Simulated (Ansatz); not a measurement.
## Orbital-resolved density of states of BaO

```yaml
crystal:
  lattice:
    - [0.00000, 2.75000, 2.75000]
    - [2.75000, 0.00000, 2.75000]
    - [2.75000, 2.75000, 0.00000]
  atoms:
    - { symbol: Ba, position: [0.00000, 0.00000, 0.00000] }
    - { symbol: O, position: [0.50000, 0.50000, 0.50000] }
```

Atom numbers follow the list: Ba1, O2.

The geometry is COD entry 5910030, unchecked; take it as a test cell. It differs from other determinations.

No spin–orbit coupling, which matters for the heavy atoms here.

Computed with DFT, LDA, all-electron LAPW, scalar-relativistic (Ansatz 0.2.0).

Sampling and basis: a Γ-centred 9×9×9 k mesh, Fermi–Dirac smearing of 0.02 eV, basis error target 1 meV/atom, no spin polarisation.

States per eV for one atom of each kind, in 0.4 eV bins named by their centres, from the valence-band top, projected on a minimal set of Löwdin-orthogonalised atomic shells; orbitals are real harmonics on the Cartesian axes, equal curves share a column, and empty bins are left out, as is all above 4.4 eV, near the top of the computed bands.

Ba1 5p:

```
# E all pz=px=py
-11.8 0.16 0.05
-11.4 1.17 0.39
-11.0 2.52 0.84
-10.6 5.53 1.84
-10.2 4.59 1.53
-1.8 0.02 0.01
-1.4 0.06 0.02
-1.0 0.10 0.03
-0.6 0.19 0.06
-0.2 0.07 0.02
```

O2 2p:

```
# E all pz=px=py
-11.8 0.01 0.00
-11.4 0.08 0.03
-11.0 0.12 0.04
-10.6 0.14 0.05
-10.2 0.04 0.01
-2.2 0.04 0.01
-1.8 1.42 0.47
-1.4 3.71 1.24
-1.0 3.05 1.02
-0.6 3.96 1.32
-0.2 0.92 0.31
2.6 0.01 0.00
3.0 0.01 0.00
3.4 0.02 0.01
3.8 0.05 0.02
4.2 0.09 0.03
```

Ba1 6s:

```
# E all
-11.4 0.01
-11.0 0.02
-10.6 0.02
-10.2 0.01
-2.2 0.01
-1.8 0.24
-1.4 0.19
-1.0 0.07
-0.6 0.03
3.0 0.01
3.4 0.02
3.8 0.08
4.2 0.14
```
